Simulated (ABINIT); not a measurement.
SiNi3:

```
Ni Si
1.0
     3.54200    0.00000    0.00000
     0.00000    3.54200    0.00000
     0.00000    0.00000    3.54200
Ni Si
3 1
Direct
  0.50000 0.50000 0.00000
  0.50000 0.00000 0.50000
  0.00000 0.50000 0.50000
  0.00000 0.00000 0.00000
```

* Program: ABINIT 10.8.3 (patched build)
* Task: relaxation of cell and atoms
* Functional: PBEsol
* Potentials or basis: Ansatz PAW PBE default generated set, frozen core
* Cutoff: 419 eV
* k mesh: 6 × 6 × 6
* Occupations: fermi-dirac, width 0.05 eV
* Spin: collinear spin, ferromagnetic start
* Starting moments: [1.0, 1.0, 1.0, 0.0] μB

At the start: pressure -14.0 GPa; volume 11.11 Å³/atom.

Question: Where does the relaxation end?

Answer: Over 5 steps the energy falls by 34.5 meV/atom and the volume is 10.37 Å³/atom (-6.6 %); space group Pm-3m (No. 221, to 0.05 Å); moment 0.00 μB per cell.

The path:
```tsv
step	energy change (eV)	largest force (eV/Å)	pressure (GPa)	volume (Å³)
1	0.0000	0.0000	-14.02	44.44
2	-0.1181	0.0000	-5.77	42.56
3	-0.1377	0.0000	0.69	41.37
4	-0.1379	0.0000	-0.03	41.49
5	-0.1379	0.0000	0.00	41.48
```

Final structure:
```cif
data_structure
_symmetry_space_group_name_H-M 'P 1'
_symmetry_Int_Tables_number 1
_cell_length_a 3.4617
_cell_length_b 3.4617
_cell_length_c 3.4617
_cell_angle_alpha 90.000
_cell_angle_beta 90.000
_cell_angle_gamma 90.000
_cell_volume 41.48
loop_
_atom_site_label
_atom_site_type_symbol
_atom_site_fract_x
_atom_site_fract_y
_atom_site_fract_z
_atom_site_occupancy
Ni1 Ni 0.50000 0.50000 0.00000 1
Ni2 Ni 0.50000 0.00000 0.50000 1
Ni3 Ni 0.00000 0.50000 0.50000 1
Si1 Si 0.00000 0.00000 0.00000 1
```

Caveat: small starting moments can end in a higher magnetic state in this program; the PAW data sets were made with another functional, which shifts forces and pressure a little; the atomic spheres overlap.
